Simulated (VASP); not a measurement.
Sn, 2 atoms in the cell. It takes space group Fd-3m (No. 227, cubic). Conventional cell: a = 6.467 Å, b = 6.467 Å, c = 6.467 Å, α = 90.00°, β = 90.00°, γ = 90.00°. Around Sn (site symmetry -43m) lie 4 Sn at 2.80 Å. This isn't the form of Sn at room conditions, which is tetragonal (white tin).

| Quantity | Value |
| --- | --- |
| Program | VASP 6.6.1 |
| Task | elastic constants |
| Functional | r2SCAN |
| Potentials or basis | VASP PAW PBE potentials, release 64 (Sn_d) |
| Cutoff | 600 eV |
| k mesh | 5 × 5 × 5 |
| Occupations | methfessel-paxton, width 0.1 eV |
| Spin | no spin polarisation |
| Ions in elastic constants | relaxed |
| Further INCAR settings | ALGO = Normal; EDIFF = 1e-08; IBRION = 6; POTIM = 0.015; NSW = 1; ISIF = 3 |

Potentials or basis: VASP PAW PBE potentials, release 64 (Sn_d).

Command:

```console
$ cat potpaw_PBE.64/Sn_d/POTCAR > POTCAR
$ cp INCAR.step1 INCAR
$ mpirun -np 1 vasp_std > vasp.out
$ cp CONTCAR POSCAR
$ cp INCAR.step2 INCAR
$ mpirun -np 1 vasp_std > vasp.out
```

Hardware: 1 thread of Intel(R) Xeon(R) 6975P-C (Granite Rapids) (shared host).

How long does it take, and how much memory?

It took 27 min on 1 thread of Intel(R) Xeon(R) 6975P-C (Granite Rapids), with other jobs on the host, peak memory 0.32 GiB. Counts: scf iterations 263, k points 10, ion steps 3.
